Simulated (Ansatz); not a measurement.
# SrO: the cost of one run

Method: DFT, plane waves, PAW, no spin polarisation, in Ansatz 0.2.0.

### 1 The starting structure

The cell holds 16 atoms (O8Sr8): a = 7.898 Å, b = 7.898 Å, c = 7.898 Å, α = 60.00°, β = 60.00°, γ = 60.00°.

Coordinates:

```xyz
16
Lattice="0.0000 5.5846 5.5846 5.5846 0.0000 5.5846 5.5846 5.5846 0.0000" Properties=species:S:1:pos:R:3 pbc="T T T"
Sr    0.0000    0.0000    0.0000
O     1.3961    1.3961    1.3961
Sr    2.7923    2.7923    0.0000
O     4.1884    4.1884    1.3961
Sr    2.7923    0.0000    2.7923
O     4.1884    1.3961    4.1884
Sr    5.5846    2.7923    2.7923
O     6.9807    4.1884    4.1884
Sr    0.0000    2.7923    2.7923
O     1.3961    4.1884    4.1884
Sr    2.7923    5.5846    2.7923
O     4.1884    6.9807    4.1884
Sr    2.7923    2.7923    5.5846
O     4.1884    4.1884    6.9807
Sr    5.5846    5.5846    5.5846
O     6.9807    6.9807    6.9807
```

### 2 Run 1: PBE

Contents of input.yaml:

```yaml
crystal:
  lattice:
    - [0.0, 5.5845610339, 5.5845610339]
    - [5.5845610339, 0.0, 5.5845610339]
    - [5.5845610339, 5.5845610339, 0.0]
  atoms:
    - { symbol: Sr, position: [0.0, 0.0, 0.0] }
    - { symbol: O, position: [0.125, 0.125, 0.125] }
    - { symbol: Sr, position: [0.0, 0.0, 0.5] }
    - { symbol: O, position: [0.125, 0.125, 0.625] }
    - { symbol: Sr, position: [0.0, 0.5, 0.0] }
    - { symbol: O, position: [0.125, 0.625, 0.125] }
    - { symbol: Sr, position: [0.0, 0.5, 0.5] }
    - { symbol: O, position: [0.125, 0.625, 0.625] }
    - { symbol: Sr, position: [0.5, 0.0, 0.0] }
    - { symbol: O, position: [0.625, 0.125, 0.125] }
    - { symbol: Sr, position: [0.5, 0.0, 0.5] }
    - { symbol: O, position: [0.625, 0.125, 0.625] }
    - { symbol: Sr, position: [0.5, 0.5, 0.0] }
    - { symbol: O, position: [0.625, 0.625, 0.125] }
    - { symbol: Sr, position: [0.5, 0.5, 0.5] }
    - { symbol: O, position: [0.625, 0.625, 0.625] }
kpoints:
  mp_grid: { grid: [2, 2, 2] }
hamiltonian:
  xc: pbe
scf:
  occupations: { method: fermi_dirac, width: 0.02 }
md:
  ensemble: nvt_nose_hoover
  temperature: 100
  timestep: 3.0
  n_steps: 40
  initial_velocities: maxwell_boltzmann
  seed: 243
```

Command:

```bash
> ansatz run input.yaml --threads 4 --pin off --max-ram 3686MiB --backend cpu --events-out ev --progress --plain --runs-dir out
```

What time and memory should one allow on 4 threads of Arm Neoverse N1, shared host?

About 2.8 min, with a peak of 1 GiB.
